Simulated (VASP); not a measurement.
# Al (Fm-3m) in VASP: a series of runs

Runs on Al. Level: LDA. Tasks: single point.

Everything below comes from runs of VASP 6.6.1. Logs are shortened: lines on timing, memory, paths and dates and some standing lists are left out, and cuts for length are marked.

### Step 1. The undisturbed crystal

Symmetry: Fm-3m, No. 225, cubic system. Conventional cell: a = 4.050 Å, b = 4.050 Å, c = 4.050 Å, α = 90.00°, β = 90.00°, γ = 90.00°. Around Al (site symmetry m-3m) lie 12 Al at 2.86 Å.

### Step 2. Single point, LDA (grid = ENCUT=400 dk=0.35 cell=3x3x3 ISMEAR=1 SIGMA=0.1 LREAL=Auto EDIFF=1e-06)

INCAR

```
SYSTEM = Al
PREC = Accurate
ENCUT = 400
EDIFF = 1E-6
ISMEAR = 1
SIGMA = 0.1
LREAL = Auto
LASPH = .True.
NELM = 120
ALGO = Fast
ISIF = 2
LWAVE = .False.
LCHARG = .False.
GGA = CA
NBANDS = 65
```

KPOINTS

```
Automatic mesh
0
Gamma
  3 3 3
  0 0 0
```

POSCAR

```
Al
1.0
    0.0000000000      6.0744150000      6.0744150000
    6.0744150000      0.0000000000      6.0744150000
    6.0744150000      6.0744150000      0.0000000000
Al
26
Direct
    0.0000000000      0.0000000000      0.3333333333
    0.0000000000      0.0000000000      0.6666666667
    0.0000000000      0.3333333333      0.0000000000
    0.0000000000      0.3333333333      0.3333333333
    0.0000000000      0.3333333333      0.6666666667
    0.0000000000      0.6666666667      0.0000000000
    0.0000000000      0.6666666667      0.3333333333
    0.0000000000      0.6666666667      0.6666666667
    0.3333333333      0.0000000000      0.0000000000
    0.3333333333      0.0000000000      0.3333333333
    0.3333333333      0.0000000000      0.6666666667
    0.3333333333      0.3333333333      0.0000000000
    0.3333333333      0.3333333333      0.3333333333
    0.3333333333      0.3333333333      0.6666666667
    0.3333333333      0.6666666667      0.0000000000
    0.3333333333      0.6666666667      0.3333333333
    0.3333333333      0.6666666667      0.6666666667
    0.6666666667      0.0000000000      0.0000000000
    0.6666666667      0.0000000000      0.3333333333
    0.6666666667      0.0000000000      0.6666666667
    0.6666666667      0.3333333333      0.0000000000
    0.6666666667      0.3333333333      0.3333333333
    0.6666666667      0.3333333333      0.6666666667
    0.6666666667      0.6666666667      0.0000000000
    0.6666666667      0.6666666667      0.3333333333
    0.6666666667      0.6666666667      0.6666666667
```

Potentials or basis: VASP PAW LDA potentials, release 64 (Al).

The run is started by

```console
$ cat potpaw_LDA.64/Al/POTCAR > POTCAR
$ mpirun -np 1 vasp_std > vasp.out
```

OUTCAR:

```text
SYSTEM = Al
   PREC = Accurate
   ENCUT = 400
   EDIFF = 1E-6
   ISMEAR = 1
   LREAL = Auto
   LASPH = .True.
   NELM = 120
   ISIF = 2
   GGA = CA

 Found      4 irreducible k-points:

 Following reciprocal coordinates:
            Coordinates               Weight
  0.000000  0.000000  0.000000      1.000000
  0.333333  0.000000  0.000000      8.000000
  0.333333  0.333333  0.000000      6.000000
 -0.333333  0.333333  0.000000     12.000000
   k-points           NKPTS =      4   k-points in BZ     NKDIM =      4   number of bands    NBANDS=     65
   number of dos      NEDOS =    301   number of ions     NIONS =     26
   total plane-waves  NPLWV = 175616
   dimension x,y,z NGX =    56 NGY =   56 NGZ =   56
   dimension x,y,z NGXF=   112 NGYF=  112 NGZF=  112
   ions per type =              26
   NGX,Y,Z   is equivalent  to a cutoff of  10.84, 10.84, 10.84 a.u.
   NGXF,Y,Z  is equivalent  to a cutoff of  21.67, 21.67, 21.67 a.u.
 SYSTEM =  Al
   PREC   = accura    normal or accurate (medium, high low for compatibility)
   ISTART =      0    job   : 0-new  1-cont  2-samecut
   ICHARG =      2    charge: 1-file 2-atom 10-const
   ISPIN  =      1    spin polarized calculation?
   LNONCOLLINEAR =      F non collinear calculations
   LSORBIT =      F    spin-orbit coupling
   LASPH  =      T    aspherical Exc in radial PAW
   ENCUT  =  400.0 eV  29.40 Ry    5.42 a.u.  14.01 14.01 14.01*2*pi/ulx,y,z
   NELM   =    120;   NELMIN=  2; NELMDL= -5     # of ELM steps
   EDIFF  = 0.1E-05   stopping-criterion for ELM
   LREAL  =      T    real-space projection
   EDIFFG = 0.1E-04   stopping-criterion for IOM
   NSW    =      0    number of steps for IOM
[... 5 lines left out ...]
   TEBEG  =    0.0;   TEEND  =   0.0 temperature during run
   PSTRESS=    0.0 pullay stress
   NELECT =      78.0000    total number of electrons
   NUPDOWN=      -1.0000    fix difference up-down
   EMIN   =  10.00;   EMAX   =-10.00  energy-range for DOS
   EFERMI =   0.00;   METHOD = LEGACY
   ISMEAR =     1;   SIGMA  =   0.10  broadening in eV -4-tet -1-fermi 0-gaus
   EFERMI_NEDOS =   21; number of points for ismear=-14 and -15
   IALGO  =     68    algorithm
   IMIX   =      4    mixing-type and parameters
     AMIX     =   0.40;   BMIX     =  1.00
     AMIX_MAG =   1.60;   BMIX_MAG =  1.00
  volume/ion in A,a.u.               =      17.24       116.35
  Fermi-wavevector in a.u.,A,eV,Ry     =   0.913956  1.727126 11.365156  0.835315
  Thomas-Fermi vector in A             =   2.038527
   LORBIT       =      0    0 simple, 1 ext, 2 COOP (PROOUT), +10 PAW based schemes
   GGA     = CA    functional components
   LHFCALC =     F    Hartree Fock is set to
   AEXX    =    0.0000 exact exchange contribution
   IVDW    =     0    specifies the selected vdW correction
   LEPSILON=     F    determine dielectric tensor
   LRPA    =     F    only Hartree local field effects (RPA)
 non-spin polarized calculation
 RMM-DIIS sequential band-by-band and
 Methfessel and Paxton  Order N= 1 SIGMA  =   0.10
  energy-cutoff  :      400.00
  volume of cell :      448.27
 maximum number of plane-waves:      8154
   NGX = 29   NGY = 29   NGZ = 29

 number of electron      78.0000000 magnetization

 Free energy of the ion-electron system (eV)
  ---------------------------------------------------
  ext. energy  EPLUGINS =         0.00000000
  ---------------------------------------------------
  free energy    TOTEN  =      -107.07269039 eV

  energy without entropy =     -107.07522056  energy(sigma->0) =     -107.07353378

 E-fermi :   7.2861     XC(G=0): -10.1467

 val. band max:        7.2615408110   @ k =  -0.3333   0.3333   0.0000
 cond. band min:       7.3417394780   @ k =   0.3333   0.0000   0.0000
 fundamental gap:      0.0801986670
 Fermi energy:         7.2861435407

 k-point     1 :       0.0000    0.0000    0.0000
  band No.  band energies     occupation
      1      -3.5990      2.00000
      2      -0.8358      2.00000
      3      -0.7731      2.00000
      4      -0.7731      2.00000
      5      -0.7731      2.00000
      6      -0.6041      2.00000
[... 43 lines left out ...]
     50       7.9055     -0.00000
     51       8.0671     -0.00000

 k-point     2 :       0.3333    0.0000    0.0000
  band No.  band energies     occupation
      1      -3.2766      2.00000
      2      -2.2844      2.00000
      3      -1.0282      2.00000
      4      -1.0282      2.00000
      5      -0.9698      2.00000
      6      -0.6683      2.00000
[... 43 lines left out ...]
     50       9.3329      0.00000
     51       9.3926      0.00000

 k-point     3 :       0.3333    0.3333    0.0000
  band No.  band energies     occupation
      1      -3.1685      2.00000
      2      -1.8925      2.00000
      3      -1.6784      2.00000
      4      -1.5565      2.00000
      5      -1.5565      2.00000
      6      -1.0416      2.00000
[... 43 lines left out ...]
     50       9.3863      0.00000
     51       9.5791      0.00000

 k-point     4 :      -0.3333    0.3333    0.0000
  band No.  band energies     occupation
      1      -2.7596      2.00000
      2      -2.4964      2.00000
      3      -2.2594      2.00000
      4      -1.4484      2.00000
      5      -1.2664      2.00000
      6      -0.0516      2.00000
[... 43 lines left out ...]
     50       9.0941     -0.00000
     51       9.2289     -0.00000
 [bands above 51 left out]

------------------------ aborting loop because EDIFF is reached ----------------------------------------

  FORCE on cell =-STRESS in cart. coord.  units (eV):
  Direction    XX          YY          ZZ          XY          YZ          ZX
  --------------------------------------------------------------------------------------
  -------------------------------------------------------------------------------------
  Total      -10.8402186    -10.8402186    -10.8402186      0.0000000      0.0000000     -0.0000000
  in kB      -38.7440706    -38.7440706    -38.7440706      0.0000000      0.0000000     -0.0000000
  external PRESSURE =     -38.7440706 kB  Pullay stress =       0.0000000 kB

 VOLUME and BASIS-vectors are now :
 -----------------------------------------------------------------------------
  energy-cutoff  :      400.00
  volume of cell :      448.27
      direct lattice vectors                 reciprocal lattice vectors
     0.000000000  6.074415000  6.074415000    -0.082312453  0.082312453  0.082312453
     6.074415000  0.000000000  6.074415000     0.082312453 -0.082312453  0.082312453
     6.074415000  6.074415000  0.000000000     0.082312453  0.082312453 -0.082312453

 POSITION                                       TOTAL-FORCE (eV/Angst)
 -----------------------------------------------------------------------------------
      2.02480      2.02480      0.00000        -0.146301     -0.146301     -0.000000
      4.04961      4.04961      0.00000         0.146301      0.146301     -0.000000
      2.02480      0.00000      2.02480        -0.146301      0.000000     -0.146301
      4.04961      2.02480      2.02480         0.124786     -0.124786     -0.124786
      6.07442      4.04961      2.02480        -0.000000      0.146301     -0.146301
      4.04961      0.00000      4.04961         0.146301      0.000000      0.146301
[... 18 lines left out ...]
      6.07442      6.07442      8.09922        -0.000000      0.000000     -0.120823
      8.09922      8.09922      8.09922        -0.124786     -0.124786     -0.124786
 -----------------------------------------------------------------------------------
    total drift:                                0.000000     -0.000000     -0.000000

  FREE ENERGIE OF THE ION-ELECTRON SYSTEM (eV)
  ---------------------------------------------------
  free  energy   TOTEN  =      -107.0726903859 eV

  energy  without entropy=     -107.0752205565  energy(sigma->0) =     -107.07353378
```

Run time: 1.9 min. Hardware: 1 thread of Intel Xeon Platinum 8488C (Sapphire Rapids), shared host; peak memory 0.31 GiB.

The run converged, but some of its settings lie outside the range that counts as converged, so its numbers aren't taken as properties of the crystal.

What came out:

```yaml
Free_energy: -107.0727 eV
Pressure: -3.9 GPa
Largest_force: 0.216 eV/Å
Band_gap_on_the_k_mesh: none (metal or under the smearing width)
```

### Step 3. Single point, LDA (grid = ENCUT=600 dk=0.35 cell=3x3x3 ISMEAR=1 SIGMA=0.1 LREAL=Auto EDIFF=1e-06)

Edit INCAR of step 2 so:

```diff
@@ -2,3 +2,3 @@
 PREC = Accurate
-ENCUT = 400
+ENCUT = 600
 EDIFF = 1E-6
```

KPOINTS is that of step 2.

POSCAR is that of step 2.

Potentials or basis: VASP PAW LDA potentials, release 64 (Al).

The run is started by

```console
$ cat potpaw_LDA.64/Al/POTCAR > POTCAR
$ mpirun -np 1 vasp_std > vasp.out
```

Run time: 3.7 min. Hardware: 1 thread of Intel Xeon Platinum 8488C (Sapphire Rapids), shared host; peak memory 0.49 GiB.

These settings aren't checked as converged: the numbers below hold their error.

What came out:

| Property | Result |
| --- | --- |
| Free energy | -107.0694 eV |
| Pressure | -3.9 GPa |
| Largest force | 0.214 eV/Å |
| Band gap on the k mesh | none (metal or under the smearing width) |

[end of part 1 of 2]
